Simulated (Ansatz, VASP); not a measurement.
**V: VASP beside Ansatz**

The input INCAR:

```
PREC = Accurate ; ENCUT = 520
EDIFF = 1E-6 ; ISMEAR = -1
SIGMA = 0.05 ; LREAL = F
LASPH = T ; NELM = 150
ALGO = Normal ; ISIF = 2
LWAVE = F ; LCHARG = F
ISPIN = 2 ; MAGMOM = 2
LORBIT = 11 ; LMAXMIX = 4
GGA = CA ; NBANDS = 16
```

File KPOINTS:

```
regular mesh
0
Gamma
  12 12 12
```

POSCAR

```
V
1.0
   -1.5143500000      1.5143500000      1.5143500000
    1.5143500000     -1.5143500000      1.5143500000
    1.5143500000      1.5143500000     -1.5143500000
V
1
Direct
    0.0000000000      0.0000000000      0.0000000000
```

The input input.yaml:

```yaml
crystal:
  lattice:
    - [-1.51435, 1.51435, 1.51435]
    - [1.51435, -1.51435, 1.51435]
    - [1.51435, 1.51435, -1.51435]
  atoms:
    - { symbol: V, position: [0.0, 0.0, 0.0], spin: 2.0 }
kpoints:
  mp_grid: { grid: [12, 12, 12] }
scf:
  occupations: { method: fermi_dirac, width: 0.05 }
hamiltonian:
  xc: lda
  pseudopotentials: { kind: all_electron, lapw: { basis_error: 0.001 } }
magnetization:
  spin_polarized: true
output:
  forces: true
  stress: true
  eigenvalues: true
```

Alike in both runs: task single point; functional LDA; k mesh 12 × 12 × 12; occupations fermi-dirac, width 0.05 eV; collinear spin.

```csv
,VASP,Ansatz
version,VASP 6.6.1,Ansatz 0.2.0
potentials or method,"VASP PAW LDA potentials, release 64 (V_sv)","all-electron LAPW, scalar-relativistic"
plane-wave cutoff (eV),520,see its input
```

VASP gave:

```
gap on the k mesh at the Fermi level (eV) : none
pressure (GPa)                            : -17.4
net moment per atom (μB)                  : 0.00
```

Question: What did Ansatz give for the same quantities?

Answer: gap on the k mesh at the Fermi level (eV): none; pressure (GPa): -17.8; net moment per atom (μB): 0.00.

A gap of «none» marks a metal or a gap that the smearing closes. Ansatz ran all-electron here, so the differences hold the error of VASP's frozen core and of both bases.

Caveats: so large a pressure means that the cell lies far from this level's equilibrium, or that cutoff or potentials fall short (VASP); the starting moments weren't kept (Ansatz).
